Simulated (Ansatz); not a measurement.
# BaTe: a single-point run

Wanted: a converged single-point run for BaTe, and a check of what comes out. The structure is shown as the input types it.

Computed with Ansatz 0.2.0 (DFT, PBE, all-electron LAPW, Dirac equation with spin-orbit coupling, unless a step's input says otherwise).

## Step 1: The system as given

It takes space group Fm-3m (No. 225, cubic). Conventional cell: a = 6.820 Å, b = 6.820 Å, c = 6.820 Å, α = 90.00°, β = 90.00°, γ = 90.00°. Ba (site symmetry m-3m) has 6 Te at 3.41 Å in its first shell of neighbours. Te (site symmetry m-3m) is surrounded by 6 Ba at 3.41 Å.

Structure file:

```
CELL_PARAMETERS angstrom
0.00000 3.41000 3.41000
3.41000 0.00000 3.41000
3.41000 3.41000 0.00000
ATOMIC_POSITIONS crystal
Ba 0.00000 0.00000 0.00000
Te 0.50000 0.50000 0.50000
```

## Step 2: Running it

Input file input.yaml:

```yaml
crystal:
  lattice:
    - [0.0, 3.41, 3.41]
    - [3.41, 0.0, 3.41]
    - [3.41, 3.41, 0.0]
  atoms:
    - { symbol: Ba, position: [0.0, 0.0, 0.0] }
    - { symbol: Te, position: [0.5, 0.5, 0.5] }
kpoints:
  mp_grid: { grid: [10, 10, 10] }
  band_path:
    path:
      - [0.0, 0.0, 0.0]
      - [0.5, 0.0, 0.5]
      - [0.625, 0.25, 0.625]
      - [0.375, 0.375, 0.75]
      - [0.0, 0.0, 0.0]
      - [0.5, 0.5, 0.5]
      - [0.5, 0.25, 0.75]
      - [0.5, 0.0, 0.5]
    npoints: 5
scf:
  occupations: { method: fermi_dirac, width: 0.05 }
  mixing: { algorithm: anderson, beta: 0.005, ndim: 1 }
  max_iter: 80
hamiltonian:
  xc: pbe
  pseudopotentials: { kind: all_electron, lapw: { basis_error: 0.00025 } }
output:
  forces: true
  stress: true
  eigenvalues: true
magnetization:
  noncollinear: true
  spin_orbit: true
```

Launch:

```sh
$ ansatz run input.yaml --threads 1 --pin off --max-ram 2048MiB --backend cpu --events-out ev --progress --plain --runs-dir out
```

**Question.** How will this run end, and is anything wrong with its input?

The run converged and reported no error. That alone doesn't make the input a sound one.

The suspect setting: scf.mixing.algorithm is anderson; scf.mixing.beta is 0.005; scf.mixing.ndim is 1. What could go wrong: mixing too weak. The residual crept for many cycles and then fell at once, which so weak a step can't do by itself: the program changed its mixing. Several mixing settings were changed at once, so this run can't tell how much each is to blame.

The test: delete scf.mixing.algorithm, scf.mixing.beta and scf.mixing.ndim (the default then holds).
